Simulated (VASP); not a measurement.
## BAs (F-43m): a series in biaxial strain in the (111) plane

Wanted: the response of BAs to biaxial strain in the (111) plane, as a table, with a fit that predicts a row left out.

Main program and level: VASP 6.6.1; LDA; plane waves and PAW (B, As), in the first sound run; inputs show where later runs differ.

## (1) The starting structure

The structure is cubic, space group F-43m (No. 216). Conventional cell: a = 4.777 Å, b = 4.777 Å, c = 4.777 Å, α = 90.00°, β = 90.00°, γ = 90.00°. B has 4 As at 2.07 Å nearest. As has 4 B at 2.07 Å nearest. Farther neighbours are not listed.

Coordinates:

```xyz
2
Lattice="0.0000 2.3885 2.3885 2.3885 0.0000 2.3885 2.3885 2.3885 0.0000" Properties=species:S:1:pos:R:3 pbc="T T T"
B     0.0000    0.0000    0.0000
As    1.1943    1.1943    1.1943
```

## (2) Relax the crystal, LDA

The series starts from the cell that this level prefers, so that zero strain is near zero stress.

This step took 2 runs in a row; the last is shown.

Level: LDA; plane waves and PAW (B, As).

Contents of INCAR:

```
SYSTEM = BAs
PREC = Accurate
ENCUT = 480
EDIFF = 1E-07
NELM = 120
ISMEAR = 0
SIGMA = 0.02
LREAL = .FALSE.
ALGO = Normal
GGA = CA
NBANDS = 10
LASPH = .TRUE.
LORBIT = 11
LWAVE = .FALSE.
LCHARG = .FALSE.
KPAR = 16
IBRION = 2
NSW = 40
ISIF = 3
EDIFFG = -0.005
POTIM = 0.4
```

Contents of POSCAR:

```
BAs
1.0
    0.0000000000      2.3711864423      2.3711864423
    2.3711864423      0.0000000000      2.3711864423
    2.3711864423      2.3711864423      0.0000000000
B As
1 1
Direct
    0.0000000000      0.0000000000      0.0000000000
    0.2500000000      0.2500000000      0.2500000000
```

Contents of KPOINTS:

```
Automatic mesh
0
Gamma
11 11 11
0 0 0
```

The projector-augmented-wave data sets are B and As (LDA family, release 64).

Command:

```bash
$ mpirun -np 16 vasp_std
```

The log of the run:

```text
[banner, memory and clock lines left out]
running   16 mpi-ranks, on    1 nodes
[...]
|                                                                             |
|           W    W    AA    RRRRR   N    N  II  N    N   GGGG   !!!           |
|           W    W   A  A   R    R  NN   N  II  NN   N  G    G  !!!           |
|           W    W  A    A  R    R  N N  N  II  N N  N  G       !!!           |
|           W WW W  AAAAAA  RRRRR   N  N N  II  N  N N  G  GGG   !            |
|           WW  WW  A    A  R   R   N   NN  II  N   NN  G    G                |
|           W    W  A    A  R    R  N    N  II  N    N   GGGG   !!!           |
|                                                                             |
|     For optimal performance we recommend to set                             |
|       NCORE = 2 up to number-of-cores-per-socket                            |
|     NCORE specifies how many cores store one orbital (NPAR=cpu/NCORE).      |
|     This setting can greatly improve the performance of VASP for DFT.       |
[...]
|     Unfortunately you need to use the default for GW and RPA                |
|     calculations (for HF NCORE is supported but not extensively tested      |
|     yet).                                                                   |
|                                                                             |

 LDA part: xc-table for (Slater(with rela. corr.)+CA(PZ))
 , standard interpolation
 POSCAR, INCAR and KPOINTS ok, starting setup
[...]
entering main loop
       N       E                     dE             d eps       ncg     rms          rms(c)
DAV:   1     0.116236973695E+02    0.11624E+02   -0.37856E+03  1120   0.671E+02
DAV:   2    -0.129845126785E+02   -0.24608E+02   -0.23448E+02  1546   0.106E+02
DAV:   3    -0.136938673852E+02   -0.70935E+00   -0.70778E+00  1340   0.180E+01
DAV:   4    -0.136959049849E+02   -0.20376E-02   -0.20375E-02  1350   0.105E+00
[...]
DAV:  11    -0.129262887899E+02   -0.13916E-05   -0.16086E-06  1362   0.929E-03    0.130E-02
DAV:  12    -0.129262886184E+02    0.17145E-06   -0.80753E-07  1244   0.399E-03    0.292E-03
DAV:  13    -0.129262886224E+02   -0.40168E-08   -0.29093E-08   710   0.126E-03
   1 F= -.12926289E+02 E0= -.12926289E+02  d E =-.129263E+02
[...]
reached required accuracy - stopping structural energy minimisation
```

The job ended after 3.8 s (16 MPI ranks of AMD EPYC 7R43, shared host; peak memory 1.7 GiB).

The logs omit lines about the potential files and the build; timing stands in the text.

OUTCAR, selected parts (step 2):

```text
  Total        0.0001635      0.0001635      0.0001635      0.0000000     -0.0000000     -0.0000000
  in kB        0.0098259      0.0098259      0.0098259      0.0000000     -0.0000000     -0.0000000
  external PRESSURE =       0.0098259 kB  Pullay stress =       0.0000000 kB

 POSITION                                       TOTAL-FORCE (eV/Angst)
 -----------------------------------------------------------------------------------
      0.00000      0.00000      0.00000         0.000000      0.000000      0.000000
      1.18559      1.18559      1.18559        -0.000000     -0.000000     -0.000000
 -----------------------------------------------------------------------------------
    total drift:                                0.000000      0.000000      0.000000

  FREE ENERGIE OF THE ION-ELECTRON SYSTEM (eV)
  ---------------------------------------------------
  free  energy   TOTEN  =       -12.9262886224 eV

  energy  without entropy=      -12.9262886224  energy(sigma->0) =      -12.92628862

 reached required accuracy - stopping structural energy minimisation

[... 3 further parts left out ...]
[key lines of the parts left out:]
E-fermi :   6.5873
```

Read from the output:

```
energy(sigma→0) of the program : -12.9263 eV
stress, compression positive   : 0.00 along [111], 0.00 across it (mean), GPa
volume                         : 26.664 Å³
ionic steps                    : 1
```

## (3) Strain along the normal, LDA

One member in full: the plane is strained by -0.5 %, and the strain along the normal is moved by secant steps until the normal stress is under 0.012 GPa or five steps are spent; the atoms relax at each step.

This step took 3 runs, each at a new trial strain with the atoms of the one before; the last is shown.

Level: LDA; plane waves and PAW (B, As); cell typed or built by script.

INCAR: that of step 2 with these lines changed.

```diff
@@ -15,7 +15,7 @@
 LCHARG = .FALSE.
-KPAR = 16
-IBRION = 2
-NSW = 40
-ISIF = 3
-EDIFFG = -0.005
-POTIM = 0.4
+KPAR = 4
+IBRION = 1
+NSW = 25
+ISIF = 2
+EDIFFG = -0.004
+POTIM = 0.3
```

Contents of POSCAR:

```
BAs
1.0
    0.0099242280      2.3692547380      2.3692547380
    2.3692547380      0.0099242280      2.3692547380
    2.3692547380      2.3692547380      0.0099242280
B As
1 1
Direct
    0.0001944185      0.0001944185      0.0001944185
    0.2498055815      0.2498055815      0.2498055815
```

KPOINTS is that of step 2.

Command:

```bash
$ mpirun -np 4 vasp_std
```

The log of the run:

```text
[banner, memory and clock lines left out]
running    4 mpi-ranks, on    1 nodes
[...]
LDA part: xc-table for (Slater(with rela. corr.)+CA(PZ))
 , standard interpolation
 POSCAR, INCAR and KPOINTS ok, starting setup
[...]
entering main loop
       N       E                     dE             d eps       ncg     rms          rms(c)
DAV:   1     0.110463063701E+02    0.11046E+02   -0.37117E+03  2920   0.664E+02
DAV:   2    -0.130800484784E+02   -0.24126E+02   -0.22985E+02  4166   0.106E+02
DAV:   3    -0.137119630980E+02   -0.63191E+00   -0.63083E+00  3472   0.171E+01
DAV:   4    -0.137137035206E+02   -0.17404E-02   -0.17403E-02  3564   0.100E+00
[...]
DAV:  11    -0.129246047597E+02   -0.14169E-05   -0.16777E-06  3574   0.941E-03    0.133E-02
DAV:  12    -0.129246045972E+02    0.16246E-06   -0.79531E-07  3224   0.398E-03    0.291E-03
DAV:  13    -0.129246045996E+02   -0.23346E-08   -0.29121E-08  1846   0.126E-03
   1 F= -.12924605E+02 E0= -.12924605E+02  d E =-.129246E+02
 BRION: g(F)=  0.531E-06 g(S)=  0.000E+00
 reached required accuracy - stopping structural energy minimisation
```

Run time: 21 s. Hardware: 4 MPI ranks; peak memory 0.46 GiB; 56 s of CPU time.

From OUTCAR (step 3):

```text
  Total        0.2176007      0.2176007      0.2176007     -0.1097508     -0.1097508     -0.1097508
  in kB       13.1899410     13.1899410     13.1899410     -6.6525808     -6.6525808     -6.6525808
  external PRESSURE =      13.1899410 kB  Pullay stress =       0.0000000 kB

 POSITION                                       TOTAL-FORCE (eV/Angst)
 -----------------------------------------------------------------------------------
      0.00092      0.00092      0.00092         0.001748      0.001748      0.001748
      1.18619      1.18619      1.18619        -0.001748     -0.001748     -0.001748
 -----------------------------------------------------------------------------------
    total drift:                               -0.000072     -0.000072     -0.000072

  FREE ENERGIE OF THE ION-ELECTRON SYSTEM (eV)
  ---------------------------------------------------
  free  energy   TOTEN  =       -12.9246045996 eV

  energy  without entropy=      -12.9246045996  energy(sigma->0) =      -12.92460460

[... 1 part as in an earlier step ...]

[... 3 further parts left out ...]
[key lines of the parts left out:]
E-fermi :   6.7105
```

This run gave:

```
energy(sigma→0) of the program : -12.9246 eV
stress, compression positive   : -0.01 along [111], 1.98 across it (mean), GPa
ionic steps                    : 1
```

## (4) Band edges, HSE06

Short lines in KPOINTS_OPT sample the zone centre along and across the normal of the plane, for masses, and the other valleys.

Level: HSE06; plane waves and PAW (B, As); cell typed or built by script.

Contents of INCAR:

```
SYSTEM = BAs
PREC = Accurate
ENCUT = 480
EDIFF = 1E-06
NELM = 100
ISMEAR = 0
SIGMA = 0.02
LREAL = .FALSE.
ALGO = Normal
LHFCALC = .TRUE.
AEXX = 0.25
GGA = PE
HFSCREEN = 0.2
LASPH = .TRUE.
NBANDS = 9
PRECFOCK = Fast
LWAVE = .FALSE.
LCHARG = .FALSE.
KPAR = 4
```

POSCAR is that of step 3.

Contents of KPOINTS:

```
Automatic mesh
0
Gamma
6 6 6
0 0 0
```

Contents of KPOINTS_OPT:

```
Line mode
6
Line-mode
Reciprocal
  0.00000000   0.00000000   0.00000000
  0.02181624   0.02181624   0.02181624

  0.00000000   0.00000000   0.00000000
 -0.01327590   0.01327590  -0.00000000

  0.31000000   0.31000000   0.00000000
  0.50000000   0.50000000   0.00000000

  0.00000000   0.31000000   0.31000000
  0.00000000   0.50000000   0.50000000

  0.45000000   0.45000000   0.45000000
  0.50000000   0.50000000   0.50000000

  0.45000000   0.00000000   0.00000000
  0.50000000   0.00000000   0.00000000

  0.42500000   0.42500000   0.00000000
  0.42507897   0.44385393   0.01885393

  0.50000000   0.50000000   0.50000000
  0.48672410   0.51327590   0.50000000
```

Command:

```bash
$ mpirun -np 4 vasp_std
```

The log of the run:

```text
[banner, memory and clock lines left out]
running    4 mpi-ranks, on    1 nodes
[...]
|                                                                             |
|               ----> ADVICE to this user running VASP <----                  |
|                                                                             |
|     You enforced a specific xc type in the INCAR file but a different       |
|     [... a line on the potential file left out ...]
|     I HOPE YOU KNOW WHAT YOU ARE DOING!                                     |
|                                                                             |

 LDA part: xc-table for (Slater+PW92), standard interpolation
 found WAVECAR, reading the header
 POSCAR, INCAR and KPOINTS ok, starting setup
[...]
reading WAVECAR
 the WAVECAR file was read successfully
 initial charge from wavefunction
 entering main loop
       N       E                     dE             d eps       ncg     rms          rms(c)
DAV:   1    -0.133530909759E+02   -0.13353E+02   -0.78020E-01   586   0.735E+00    0.291E+00
DAV:   2    -0.133562095669E+02   -0.31186E-02   -0.77988E-03   664   0.714E-01    0.188E+00
DAV:   3    -0.133548359414E+02    0.13736E-02   -0.11265E-03   713   0.193E-01    0.108E+00
DAV:   4    -0.133544268858E+02    0.40906E-03   -0.34254E-04   619   0.110E-01    0.594E-01
DAV:   5    -0.133542921210E+02    0.13476E-03   -0.59484E-05   626   0.599E-02    0.333E-01
DAV:   6    -0.133542473070E+02    0.44814E-04   -0.17515E-05   721   0.362E-02    0.188E-01
DAV:   7    -0.133542336515E+02    0.13655E-04   -0.60649E-06   693   0.214E-02    0.106E-01
DAV:   8    -0.133542298383E+02    0.38132E-05   -0.18991E-06   584   0.121E-02    0.596E-02
DAV:   9    -0.133542291162E+02    0.72207E-06   -0.63961E-07   296   0.706E-03
   1 F= -.13354229E+02 E0= -.13354229E+02  d E =-.310949E-28
 Start KPOINTS_OPT (optional k-point list driver)
k-point batch [1-32\48]
       N       E                     dE             ncg
DAV:   1     0.969742526641E+03   -0.48220E+04      576
DAV:   2     0.107693608088E+03   -0.86205E+03      925
DAV:   3     0.381916461784E+02   -0.69502E+02      685
DAV:   4     0.376951216779E+02   -0.49652E+00      707
DAV:   5     0.376845698258E+02   -0.10552E-01      678
DAV:   6     0.376845300045E+02   -0.39821E-04      670
DAV:   7     0.376845298592E+02   -0.14526E-06      566
k-point batch [33-48\48]
       N       E                     dE             ncg
DAV:   1     0.550954148933E+04   -0.43226E+04      288
DAV:   2     0.508274388594E+04   -0.42680E+03      389
DAV:   3     0.505674010327E+04   -0.26004E+02      350
DAV:   4     0.505654906026E+04   -0.19104E+00      360
DAV:   5     0.505654790936E+04   -0.11509E-02      349
DAV:   6     0.505654790451E+04   -0.48429E-05      356
DAV:   7     0.505654790450E+04   -0.13413E-07      324
```

The job ended after 10 min (4 MPI ranks; peak memory 0.89 GiB; 29 min of CPU time).

From OUTCAR (step 4):

```text
  LATTYP: Found a trigonal (rhomboedric) cell.
 ALAT       =     3.3506468804
 COS(alpha) =     0.5041843320

 Subroutine GETGRP returns: Found  6 space group operations
 (whereof  6 operations were pure point group operations)

The static configuration has the point symmetry C_3v.

 Found     32 irreducible k-points:

   k-points           NKPTS =     32   k-points in BZ     NKDIM =    216   number of bands    NBANDS=      9

   dimension x,y,z NGX =    24 NGY =   24 NGZ =   24
   dimension x,y,z NGXF=    48 NGYF=   48 NGZF=   48

   ENCUT  =  480.0 eV  35.28 Ry    5.94 a.u.   5.99  5.99  5.99*2*pi/ulx,y,z

   NELECT =       8.0000    total number of electrons

  exchange ACFDT corr.  =         0.00000000  see jH, gK, PRB 81, 115126

 E-fermi :   6.5086

 k-point     1 :       0.0000    0.0000    0.0000
  band No.  band energies     occupation
      1     -10.9196      2.00000
      2       6.3020      2.00000
      3       6.3583      2.00000
      4       6.3583      2.00000
      5      10.4384      0.00000
      6      10.5480      0.00000
      7      10.5480      0.00000
      8      12.6334      0.00000
      9      17.1467      0.00000

 k-point     2 :       0.1667    0.0000   -0.0000
  band No.  band energies     occupation
      1     -10.4046      2.00000
      2       3.1136      2.00000
      3       5.5617      2.00000
      4       5.6031      2.00000
      5      10.6681      0.00000
      6      11.4408      0.00000
      7      11.5240      0.00000
      8      14.5177      0.00000
      9      18.6832      0.00000

 POSITION                                       TOTAL-FORCE (eV/Angst)
 -----------------------------------------------------------------------------------
      0.00092      0.00092      0.00092         0.000349      0.000349      0.000349
      1.18619      1.18619      1.18619        -0.000349     -0.000349     -0.000349
 -----------------------------------------------------------------------------------
    total drift:                               -0.000058     -0.000057     -0.000058

  FREE ENERGIE OF THE ION-ELECTRON SYSTEM (eV)
  ---------------------------------------------------
  free  energy   TOTEN  =       -13.3542291162 eV

  energy  without entropy=      -13.3542291162  energy(sigma->0) =      -13.35422912

[... 1 part as in an earlier step ...]

[... 7 further parts left out ...]
```

Read from the output:

| Item | Value |
| --- | --- |
| energy(sigma→0) of the program | -13.3542 eV |

## (5) The whole series

Hybrid runs start from orbitals of a short LDA run, not shown.

Runs beyond LDA use the data sets made with LDA; this shifts their levels slightly, and their total energies have another zero.

The other members went through these steps as far as the tables show, with the same cutoff and, step by step, the same mesh; 42 runs are not shown. The session took 5.5 core hours (wall time by ranks) on a shared machine.

| in-plane strain (%) | strain along the normal (%) | in-plane stress, tension positive (GPa) | energy above the unstrained row (meV/atom) | gap on the mesh, LDA (eV) |
| --- | --- | --- | --- | --- |
| -2.000 | 0.526 | -8.446 | 13.622 | 0.988 |
| -1.500 | 0.390 | -6.201 | 7.592 | 1.043 |
| -1.000 | 0.257 | -4.048 | 3.353 | 1.078 |
| -0.500 | 0.128 | -1.984 | 0.842 | 1.110 |
| 0 | 0.000 | -0.001 | 0.000 | 1.136 |
| 0.500 | -0.124 | 1.896 | 0.771 | 1.109 |
| 1.000 | -0.245 | 3.702 | 3.094 | 1.082 |
| 1.500 | -0.363 | 5.431 | 6.907 | 1.058 |
| 2.000 | -0.480 | 7.081 | 12.161 | 1.035 |

Slopes at zero strain, from cubics through all rows: strain ratio -0.251, stress over strain 387 GPa.

Band edges at HSE06, counted from the valence-band top at Γ, with one row partly withheld:

```csv
in-plane strain (%),gap (eV),conduction band at Γ (eV),Δ or X valley along z (eV),Δ or X valley along x (eV),"lowest conduction level at L, [111] (eV)","lowest conduction level at L, [-111] (eV)",second valence level below the top (eV),third valence level below the top (eV)
-2.000,1.683,3.783,1.680,1.680,4.226,3.707,0.000,0.273
-1.500,1.736,3.890,1.729,1.729,4.095,3.713,0.000,0.195
-1.000,1.778,3.990,1.770,1.770,3.964,3.714,0.000,0.123
-0.500,1.813,4.080,1.807,1.807,3.835,3.712,0.000,0.056
0,1.842,4.161,1.836,1.836,3.706,3.706,0.000,0.000
0.500,1.815,4.082,1.810,1.810,3.527,3.645,0.051,0.051
1.000,1.788,4.005,1.782,1.782,3.352,3.584,0.099,0.099
1.500,1.762,3.934,1.756,1.756,?,3.527,0.141,0.141
2.000,1.738,3.868,1.731,1.731,3.026,3.473,0.176,0.176
```

## (6) Working out the slope

The quantity to fit is the splitting of the lowest conduction levels at the L points ([111] less [-111]) at HSE06: 0.519, 0.382, 0.250, 0.123, 0.000, -0.118, -0.232, -0.447 eV in the rows shown.

Fitting a parabola to the 8 known rows (d: strain along the axis less the strain across it, in %) gives E = 0.005051 d² + 0.1927 d − 3.50e-5 in eV; the residuals are 2.8e-4 eV r.m.s.

At d = -1.863 this predicts -0.3415 eV.

## (7) The withheld row

The calculation gives -0.3414 eV, so the prediction is 0.0001 eV too low.

The splitting is Ξu times 8/9 of d, with d as a fraction, so the linear term gives Ξu = 21.7 eV.

## (8) Results

```
ratio of normal to in-plane strain                                  : -0.251
biaxial modulus                                                     : 387 GPa
gap of the unstrained cell, HSE06                                   : 1.84 eV
shear deformation potential Ξu of the lowest conduction levels at L : 21.7 eV
error of the predicted row                                          : -0.1 meV
```

**Reading.** As a check, the curvature of the energy gives 387 GPa for the same modulus (energy per volume = M × strain²), 0 % from the slope of the stress. At HSE06 the lowest conduction valley is Δ or X throughout, and the gap runs between 1.68 and 1.84 eV. Hole masses are left out throughout, since the top bands are degenerate or cross in many series; of conduction masses, those of the Γ, L and (for Si and Ge under (001) strain) Δ valleys are kept where they change by under an eighth between rows. A measured gap of unstrained BAs is 4.12 eV (arxiv:1911.04914, direct gap from square of absorption coefficient, average of two samples, so it belongs beside the lowest direct gap, not the least one, 300 K); the static gaps here belong to the lattice relaxed at LDA. HSE06 ran on a coarser mesh than the semilocal levels. Spin-orbit coupling is left out at HSE06, so the valence splittings there lack it. Δ or X levels are the lowest on their line, refined by a parabola unless they lie at X; the gap is read from all points sampled and can differ from the lowest valley by some meV, or by tens of meV where strain moves the valence top off Γ. Temperature, zero-point motion and excitons are left out.

[Lines on the potential files, build, host, timing and source positions are cut from VASP's logs without a mark.]

[Logs are printed without paths, hosts, clocks, repeated set-up lines and the standing remarks that a program may print on its own settings, such as how far it seeks lower states.]

[Hosts, paths, dates, database ids (printed as entryN), source tags and the programs' standing remarks are cut or masked in the printed files.]

[In band tables of VASP the shares of atoms and orbitals are scaled to a sum of 1 inside the atoms' spheres.]
